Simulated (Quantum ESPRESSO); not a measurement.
# Ru (P6_3/mmc) in Quantum ESPRESSO: further runs

The runs below take Ru through single point, equation of state, with LDA.

Everything below comes from runs of Quantum ESPRESSO 7.5. Logs are shortened: lines on timing, memory, paths and dates and some standing lists are left out, and cuts for length are marked.

## 1. The crystal as given

Symmetry: P6_3/mmc, No. 194, hexagonal system. The conventional cell has a = 2.706 Å, b = 2.706 Å, c = 4.282 Å, α = 90.00°, β = 90.00°, γ = 120.00°. Ru (site symmetry -6m2) has 12 Ru at 2.65 to 2.71 Å as nearest neighbours.

## 2. Single point, LDA, 12.76 Å³/atom

pw.in

```
&CONTROL
  calculation = 'scf'
  prefix = 'pwscf'
  outdir = './tmp'
  pseudo_dir = './pseudo'
  tprnfor = .true.
  tstress = .true.
  disk_io = 'nowf'
/
&SYSTEM
  ibrav = 0
  nat = 2
  ntyp = 1
  ecutwfc = 88
  nbnd = 24
  occupations = 'smearing'
  smearing = 'fd'
  degauss = 0.00367493
/
&ELECTRONS
  conv_thr = 4d-10
  electron_maxstep = 120
  mixing_beta = 0.5
/
ATOMIC_SPECIES
Ru   101.0700 Ru.upf
CELL_PARAMETERS angstrom
   2.6505640930    0.0000000000    0.0000000000
  -1.3252820465    2.2954558389    0.0000000000
   0.0000000000    0.0000000000    4.1944897589
ATOMIC_POSITIONS crystal
Ru     0.6666666667    0.3333333333    0.7500000000
Ru     0.3333333333    0.6666666667    0.2500000000
K_POINTS automatic
11 11 6 0 0 0
```

Potentials or basis: PseudoDojo 0.4.1 SR LDA standard.

Run with:

```bash
$ OMP_NUM_THREADS=1 pw.x -in pw.in > pw.out
```

pw.out:

```text
This program is part of the open-source Quantum ESPRESSO suite
     for quantum simulation of materials; please cite
[... 9 lines left out ...]
     --------------------
     sticks:   dense  smooth     PW     G-vecs:    dense   smooth      PW
     Sum         595     595    187                19133    19133    3175

     Using Slab Decomposition

     bravais-lattice index     =            0
     lattice parameter (alat)  =       5.0088  a.u.
     unit-cell volume          =     172.2198 (a.u.)^3
     number of atoms/cell      =            2
     number of atomic types    =            1
     number of electrons       =        32.00
     number of Kohn-Sham states=           24
     kinetic-energy cutoff     =      88.0000  Ry
     charge density cutoff     =     352.0000  Ry
     scf convergence threshold =      4.0E-10
     mixing beta               =       0.5000
     number of iterations used =            8  plain     mixing
     Exchange-correlation= SLA  PW   NOGX NOGC
                           (   1   4   0   0   0   0   0)

     celldm(1)=   5.008840  celldm(2)=   0.000000  celldm(3)=   0.000000
     celldm(4)=   0.000000  celldm(5)=   0.000000  celldm(6)=   0.000000

     crystal axes: (cart. coord. in units of alat)
               a(1) = (   1.000000   0.000000   0.000000 )
               a(2) = (  -0.500000   0.866025   0.000000 )
               a(3) = (   0.000000   0.000000   1.582489 )

     reciprocal axes: (cart. coord. in units 2 pi/alat)
               b(1) = (  1.000000  0.577350 -0.000000 )
               b(2) = (  0.000000  1.154701  0.000000 )
               b(3) = (  0.000000 -0.000000  0.631916 )

     PseudoPot. # 1 for Ru read from file:
     Ru.upf
     Pseudo is Norm-conserving + core correction, Zval = 16.0
     Generated using ONCVPSP code by D. R. Hamann
     Using radial grid of 1548 points,  6 beta functions with:
                l(1) =   0
                l(2) =   0
                l(3) =   1
                l(4) =   1
                l(5) =   2
                l(6) =   2

     atomic species   valence    mass     pseudopotential
     Ru               16.00   101.07000     Ru( 1.00)

     24 Sym. Ops., with inversion, found (12 have fractional translation)

   Cartesian axes

     site n.     atom                  positions (alat units)
         1        Ru     tau(   1) = (   0.5000000   0.2886751   1.1868671  )
         2        Ru     tau(   2) = (  -0.0000000   0.5773503   0.3956224  )

     number of k points=    64  Fermi-Dirac smearing, width (Ry)=  0.0037
                       cart. coord. in units 2pi/alat
        k(    1) = (   0.0000000   0.0000000   0.0000000), wk =   0.0027548
        k(    2) = (   0.0000000   0.0000000   0.1053193), wk =   0.0055096
        k(    3) = (   0.0000000   0.0000000   0.2106386), wk =   0.0055096
        k(    4) = (   0.0000000   0.0000000  -0.3159579), wk =   0.0027548
        k(    5) = (   0.0000000   0.1049728   0.0000000), wk =   0.0165289
        k(    6) = (   0.0000000   0.1049728   0.1053193), wk =   0.0330579
[... 56 lines left out ...]
        k(   63) = (   0.2727273   0.5773503   0.2106386), wk =   0.0330579
        k(   64) = (   0.2727273   0.5773503  -0.3159579), wk =   0.0165289

     Dense  grid:    19133 G-vectors     FFT dimensions: (  30,  30,  48)

     Initial potential from superposition of free atoms

     starting charge      31.9989, renormalised to      32.0000
     Starting wfcs are   20 randomized atomic wfcs +    4 random wfcs

     Self-consistent Calculation

     iteration #  1     ecut=    88.00 Ry     beta= 0.50
     Davidson diagonalization with overlap
     ethr =  1.00E-02,  avg # of iterations =  4.3

     Threshold (ethr) on eigenvalues was too large:
     Diagonalizing with lowered threshold

     Davidson diagonalization with overlap
     ethr =  7.81E-04,  avg # of iterations =  1.0

     total energy              =    -404.47005365 Ry
     estimated scf accuracy    <       0.25515902 Ry

     iteration #  2     ecut=    88.00 Ry     beta= 0.50
     Davidson diagonalization with overlap
     ethr =  7.97E-04,  avg # of iterations =  2.2

     total energy              =    -404.52644564 Ry
     estimated scf accuracy    <       0.00570166 Ry

     iteration #  3     ecut=    88.00 Ry     beta= 0.50
     Davidson diagonalization with overlap
     ethr =  1.78E-05,  avg # of iterations =  3.7

     total energy              =    -404.52671380 Ry
     estimated scf accuracy    <       0.00087484 Ry

     iteration #  4     ecut=    88.00 Ry     beta= 0.50
     Davidson diagonalization with overlap
     ethr =  2.73E-06,  avg # of iterations =  3.0

     total energy              =    -404.52678632 Ry
     estimated scf accuracy    <       0.00003235 Ry

     iteration #  5     ecut=    88.00 Ry     beta= 0.50
     Davidson diagonalization with overlap
     ethr =  1.01E-07,  avg # of iterations =  2.2

     total energy              =    -404.52679289 Ry
     estimated scf accuracy    <       0.00000068 Ry

     iteration #  6     ecut=    88.00 Ry     beta= 0.50
     Davidson diagonalization with overlap
     ethr =  2.11E-09,  avg # of iterations =  1.8

     total energy              =    -404.52679293 Ry
     estimated scf accuracy    <          7.3E-09 Ry

     iteration #  7     ecut=    88.00 Ry     beta= 0.50
     Davidson diagonalization with overlap
     ethr =  2.29E-11,  avg # of iterations =  3.0

     total energy              =    -404.52679294 Ry
     estimated scf accuracy    <          2.5E-09 Ry

     iteration #  8     ecut=    88.00 Ry     beta= 0.50
     Davidson diagonalization with overlap
     ethr =  7.91E-12,  avg # of iterations =  2.2

     End of self-consistent calculation

          k = 0.0000 0.0000 0.0000 (  2417 PWs)   bands (ev):

   -47.8727 -47.6056 -18.5530 -17.3973 -17.3973 -17.1894 -17.1894 -17.1370
    16.8288  18.4999  22.3779  22.3779  22.5752  23.1375  23.1375  23.7233
    23.7233  26.5674  26.5674  26.6063  36.2783  40.3606  42.9845  43.7639

          k = 0.0000 0.0000 0.1053 (  2382 PWs)   bands (ev):

   -47.8551 -47.6239 -18.4628 -17.3835 -17.3835 -17.2371 -17.2035 -17.2035
    17.1564  18.6154  22.2137  22.2137  22.4129  22.9442  22.9442  24.1563
    24.1563  25.6124  26.5803  26.5803  37.5844  39.8269  42.8868  44.1808

          k = 0.0000 0.0000 0.2106 (  2424 PWs)   bands (ev):

   -47.8069 -47.6735 -18.2133 -17.5063 -17.3458 -17.3458 -17.2418 -17.2418
    18.0029  18.8583  22.0820  22.0820  22.1063  22.5404  22.5404  23.7143
    25.0192  25.0192  26.4215  26.4215  39.5159  40.1757  41.6989  45.5008

          k = 0.0000 0.0000-0.3160 (  2400 PWs)   bands (ev):

   -47.7405 -47.7405 -17.8648 -17.8648 -17.2940 -17.2940 -17.2940 -17.2940
    18.7945  18.7945  22.2002  22.2002  22.2002  22.2002  22.3139  22.3139
    25.8710  25.8710  25.8710  25.8710  39.9462  39.9462  43.9609  43.9609

          k = 0.0000 0.1050 0.0000 (  2391 PWs)   bands (ev):

   -47.8571 -47.5995 -18.5184 -17.4718 -17.4223 -17.2663 -17.1994 -17.1531
    17.1524  18.7481  21.8719  22.6502  22.9437  23.0646  23.3553  23.3892
    23.5196  24.7863  26.6958  28.8614  36.2284  40.9360  43.3569  44.2369

          k = 0.0000 0.1050 0.1053 (  2409 PWs)   bands (ev):

   -47.8402 -47.6171 -18.4345 -17.4549 -17.4075 -17.3272 -17.2145 -17.2018
    17.4657  18.8752  21.8670  22.4324  22.5092  22.6598  23.1773  23.9756
    24.0339  24.5878  26.6763  28.1221  37.5696  40.4077  43.2825  44.4494

          k = 0.0000 0.1050 0.2106 (  2412 PWs)   bands (ev):

   -47.7936 -47.6649 -18.2029 -17.5546 -17.4067 -17.3671 -17.2716 -17.2557
    18.2859  19.1532  21.8246  22.0139  22.0728  22.2876  22.7685  23.5232
    24.9378  25.0896  26.4460  27.0488  40.0713  40.1217  42.1646  45.3423

          k = 0.0000 0.1050-0.3160 (  2418 PWs)   bands (ev):

   -47.7296 -47.7296 -17.8808 -17.8808 -17.3414 -17.3414 -17.3116 -17.3116
    19.0974  19.0974  21.5662  21.5662  22.4169  22.4169  22.5376  22.5376
    25.8303  25.8303  26.0939  26.0939  40.3762  40.3762  44.0266  44.0266

          k = 0.0000 0.2099 0.0000 (  2413 PWs)   bands (ev):

   -47.8142 -47.5840 -18.4199 -17.6713 -17.4867 -17.4674 -17.2283 -17.2015
    18.0067  19.2758  21.3176  22.1115  22.6688  23.0560  23.4310  23.7479
    23.9397  24.1057  26.9562  31.3108  36.0520  41.6744  43.5988  44.5648

          k = 0.0000 0.2099 0.1053 (  2405 PWs)   bands (ev):

   -47.7990 -47.5997 -18.3581 -17.6438 -17.5299 -17.4696 -17.2458 -17.2333
    18.2476  19.4332  21.3761  21.8110  22.3600  22.8263  23.5445  23.7648
    24.0936  24.4600  26.8650  30.0992  37.5358  41.4674  43.2414  43.8924

          k = 0.0000 0.2099 0.2106 (  2419 PWs)   bands (ev):

   -47.7574 -47.6423 -18.1883 -17.7179 -17.5493 -17.4229 -17.3197 -17.2937
    18.8906  19.8206  21.0598  21.5441  21.8869  22.7696  23.1796  23.4074
    24.8745  25.3653  26.4894  28.2467  39.9448  41.2558  42.9194  43.9014

          k = 0.0000 0.2099-0.3160 (  2412 PWs)   bands (ev):

   -47.7001 -47.7001 -17.9538 -17.9538 -17.4364 -17.4364 -17.3585 -17.3585
    19.6830  19.6830  20.9596  20.9596  22.4404  22.4404  22.9923  22.9923
    25.7734  25.7734  26.6540  26.6540  41.1850  41.1850  43.5945  43.5945
[... 267 lines left out ...]
   -47.6243 -47.5606 -18.1604 -18.0215 -17.8866 -17.8169 -17.6022 -17.5517
    19.2618  20.1796  20.4185  21.2819  21.8229  22.6873  23.7155  25.6476
    26.9365  26.9820  30.3501  34.2266  34.9826  37.9414  39.3754  41.4649

          k = 0.2727 0.4724 0.1053 (  2401 PWs)   bands (ev):

   -47.6200 -47.5648 -18.1680 -18.1547 -17.8886 -17.7457 -17.6084 -17.4683
    19.3609  20.2079  20.5929  20.7674  22.4253  22.4291  23.6461  25.6672
    26.2734  27.1513  30.6286  34.0783  35.5646  36.9833  40.2346  41.4767

          k = 0.2727 0.4724 0.2106 (  2393 PWs)   bands (ev):

   -47.6083 -47.5764 -18.2671 -18.2268 -17.9074 -17.7417 -17.4978 -17.3815
    19.5429  19.9631  20.7582  21.0806  21.9847  22.7439  23.5735  24.7709
    26.2595  27.2861  31.1460  33.1101  36.9086  37.1076  39.6158  39.9685

          k = 0.2727 0.4724-0.3160 (  2374 PWs)   bands (ev):

   -47.5923 -47.5923 -18.2866 -18.2866 -17.8325 -17.8325 -17.3892 -17.3892
    19.7058  19.7058  21.1163  21.1163  22.2926  22.2926  23.8308  23.8308
    26.9379  26.9379  31.9285  31.9285  38.1922  38.1922  38.5998  38.5998

          k = 0.2727 0.5774 0.0000 (  2410 PWs)   bands (ev):

   -47.5988 -47.5715 -18.1781 -17.9495 -17.9297 -17.7845 -17.6627 -17.6412
    19.1226  20.2721  20.5182  21.4163  21.9663  22.3772  23.9772  26.2004
    26.6487  26.8917  31.9233  32.6960  34.0807  39.2994  40.7568  41.4342

          k = 0.2727 0.5774 0.1053 (  2397 PWs)   bands (ev):

   -47.5969 -47.5733 -18.1882 -18.0571 -18.0232 -17.7066 -17.6349 -17.5293
    19.2967  20.3384  20.4474  21.1210  22.0696  22.4912  23.9271  26.1423
    26.2597  26.7609  32.3500  32.8468  34.6676  38.5808  39.1731  40.8967

          k = 0.2727 0.5774 0.2106 (  2377 PWs)   bands (ev):

   -47.5918 -47.5782 -18.2563 -18.2035 -18.0005 -17.7906 -17.4662 -17.4094
    19.6245  20.2730  20.5751  20.8453  22.1519  22.5557  23.8818  24.8234
    26.4323  26.8299  33.0941  33.2539  36.0710  37.4858  37.7071  39.4701

          k = 0.2727 0.5774-0.3160 (  2382 PWs)   bands (ev):

   -47.5850 -47.5850 -18.2775 -18.2775 -17.9003 -17.9003 -17.3823 -17.3823
    19.9052  19.9052  20.8886  20.8886  22.3009  22.3009  24.0375  24.0375
    26.6746  26.6746  33.5361  33.5361  36.8364  36.8364  37.9850  37.9850

     the Fermi energy is    25.1795 ev

!    total energy              =    -404.52679294 Ry
     estimated scf accuracy    <          1.1E-10 Ry
     smearing contrib. (-TS)   =      -0.00113136 Ry
     internal energy E=F+TS    =    -404.52566157 Ry

     The total energy is F=E-TS. E is the sum of the following terms:
     one-electron contribution =     -55.25229782 Ry
     hartree contribution      =      53.76708385 Ry
     xc contribution           =     -68.22106831 Ry
     ewald contribution        =    -334.81937929 Ry

     convergence has been achieved in   8 iterations

     Forces acting on atoms (cartesian axes, Ry/au):

     atom    1 type  1   force =     0.00000000    0.00000000    0.00000000
     atom    2 type  1   force =     0.00000000    0.00000000    0.00000000

     Total force =     0.000000     Total SCF correction =     0.000000

     Computing stress (Cartesian axis) and pressure

          total   stress  (Ry/bohr**3)                   (kbar)     P=      109.18
   0.00072647  -0.00000000   0.00000000          106.87       -0.00        0.00
   0.00000000   0.00072647   0.00000000            0.00      106.87        0.00
   0.00000000   0.00000000   0.00077363            0.00        0.00      113.81

=------------------------------------------------------------------------------=
   JOB DONE.
=------------------------------------------------------------------------------=
```

Run time: 42 s. Hardware: 1 thread of Arm Neoverse V1, shared host; peak memory 0.1 GiB.

What came out:

```yaml
Free_energy: -5503.8674 eV
Pressure: 10.9 GPa
Band_gap_on_the_k_mesh: none (metal or under the smearing width)
```

## 3. Single point, LDA, 13.03 Å³/atom

pw.in, as its differences from that of step 2:

```diff
@@ -27,5 +27,5 @@
 CELL_PARAMETERS angstrom
-   2.6505640930    0.0000000000    0.0000000000
-  -1.3252820465    2.2954558389    0.0000000000
-   0.0000000000    0.0000000000    4.1944897589
+   2.6692306523    0.0000000000    0.0000000000
+  -1.3346153261    2.3116215535    0.0000000000
+   0.0000000000    0.0000000000    4.2240293924
 ATOMIC_POSITIONS crystal
```

Potentials or basis: PseudoDojo 0.4.1 SR LDA standard.

Run with:

```bash
$ OMP_NUM_THREADS=1 pw.x -in pw.in > pw.out
```

It took 40 s on 1 thread of Arm Neoverse V1, shared host; peak memory 0.1 GiB.

It converged, with:

- Free energy: -5503.8900 eV
- Pressure: 2.6 GPa
- Band gap on the k mesh: none (metal or under the smearing width)

## 4. Single point, LDA, 13.30 Å³/atom

pw.in, as its differences from that of step 3:

```diff
@@ -27,5 +27,5 @@
 CELL_PARAMETERS angstrom
-   2.6692306523    0.0000000000    0.0000000000
-  -1.3346153261    2.3116215535    0.0000000000
-   0.0000000000    0.0000000000    4.2240293924
+   2.6876397213    0.0000000000    0.0000000000
+  -1.3438198606    2.3275642749    0.0000000000
+   0.0000000000    0.0000000000    4.2531615502
 ATOMIC_POSITIONS crystal
```

Run with:

```bash
$ OMP_NUM_THREADS=1 pw.x -in pw.in > pw.out
```

Run time: 41 s. Hardware: 1 thread of Arm Neoverse V1, shared host; peak memory 0.1 GiB.

Results (log left out):

```yaml
Free_energy: -5503.8859 eV
Pressure: -4.9 GPa
Band_gap_on_the_k_mesh: none (metal or under the smearing width)
```

## 5. Single point, LDA, 13.57 Å³/atom

pw.in, as its differences from that of step 4:

```diff
@@ -27,5 +27,5 @@
 CELL_PARAMETERS angstrom
-   2.6876397213    0.0000000000    0.0000000000
-  -1.3438198606    2.3275642749    0.0000000000
-   0.0000000000    0.0000000000    4.2531615502
+   2.7058000000    0.0000000000    0.0000000000
+  -1.3529000000    2.3432915376    0.0000000000
+   0.0000000000    0.0000000000    4.2819000000
 ATOMIC_POSITIONS crystal
```

Run with:

```bash
$ OMP_NUM_THREADS=1 pw.x -in pw.in > pw.out
```

Run time: 43 s. Hardware: 1 thread of Arm Neoverse V1, shared host; peak memory 0.1 GiB.

The run converged. Its results:

- Free energy: -5503.8581 eV
- Pressure: -11.5 GPa
- Band gap on the k mesh: none (metal or under the smearing width)

## 6. Single point, LDA, 13.85 Å³/atom

pw.in, as its differences from that of step 5:

```diff
@@ -27,5 +27,5 @@
 CELL_PARAMETERS angstrom
-   2.7058000000    0.0000000000    0.0000000000
-  -1.3529000000    2.3432915376    0.0000000000
-   0.0000000000    0.0000000000    4.2819000000
+   2.7237197275    0.0000000000    0.0000000000
+  -1.3618598638    2.3588104769    0.0000000000
+   0.0000000000    0.0000000000    4.3102577801
 ATOMIC_POSITIONS crystal
```

Potentials or basis: PseudoDojo 0.4.1 SR LDA standard.

Run with:

```bash
$ OMP_NUM_THREADS=1 pw.x -in pw.in > pw.out
```

Wall time 44 s (1 thread of Arm Neoverse V1, shared host); peak memory 0.11 GiB.

The run converged. Its results:

```
Free energy            : -5503.8092 eV
Pressure               : -17.3 GPa
Band gap on the k mesh : none (metal or under the smearing width)
```

## 7. Single point, LDA, 14.12 Å³/atom

pw.in, as its differences from that of step 6:

```diff
@@ -27,5 +27,5 @@
 CELL_PARAMETERS angstrom
-   2.7237197275    0.0000000000    0.0000000000
-  -1.3618598638    2.3588104769    0.0000000000
-   0.0000000000    0.0000000000    4.3102577801
+   2.7414067149    0.0000000000    0.0000000000
+  -1.3707033574    2.3741278572    0.0000000000
+   0.0000000000    0.0000000000    4.3382472512
 ATOMIC_POSITIONS crystal
```

Run with:

```bash
$ OMP_NUM_THREADS=1 pw.x -in pw.in > pw.out
```

It took 43 s on 1 thread of Arm Neoverse V1, shared host; peak memory 0.11 GiB.

The run converged. Its results:

```yaml
Free_energy: -5503.7417 eV
Pressure: -22.5 GPa
Band_gap_on_the_k_mesh: none (metal or under the smearing width)
```

## 8. Single point, LDA, 14.39 Å³/atom

pw.in, as its differences from that of step 7:

```diff
@@ -27,5 +27,5 @@
 CELL_PARAMETERS angstrom
-   2.7414067149    0.0000000000    0.0000000000
-  -1.3707033574    2.3741278572    0.0000000000
-   0.0000000000    0.0000000000    4.3382472512
+   2.7588683749    0.0000000000    0.0000000000
+  -1.3794341875    2.3892500984    0.0000000000
+   0.0000000000    0.0000000000    4.3658801443
 ATOMIC_POSITIONS crystal
```

Run with:

```bash
$ OMP_NUM_THREADS=1 pw.x -in pw.in > pw.out
```

It took 43 s on 1 thread of Arm Neoverse V1, shared host; peak memory 0.11 GiB.

The run converged. Its results:

| Property | Result |
| --- | --- |
| Free energy | -5503.6577 eV |
| Pressure | -27.0 GPa |
| Band gap on the k mesh | none (metal or under the smearing width) |

## 9. Equation of state, LDA

Potentials or basis: PseudoDojo 0.4.1 SR LDA standard.

This step only gathers the single runs of the series.

What came out:

```yaml
Equilibrium_volume: 13.12 Å³/atom
Bulk_modulus_at_fixed_shape_and_positions: 366 GPa
Pressure_derivative_of_the_bulk_modulus: 4.8
```

Energy against volume, from the lowest point:
| volume (Å³/atom) | energy (meV/atom) |
| --- | --- |
| 12.760 | 11.31 |
| 13.032 | 0.00 |
| 13.303 | 2.06 |
| 13.575 | 15.98 |
| 13.846 | 40.42 |
| 14.118 | 74.18 |
| 14.389 | 116.18 |

Caveat: the cell was scaled at fixed shape and fractional positions, which overstates the stiffness of a crystal with free parameters, most of all of layers and chains.
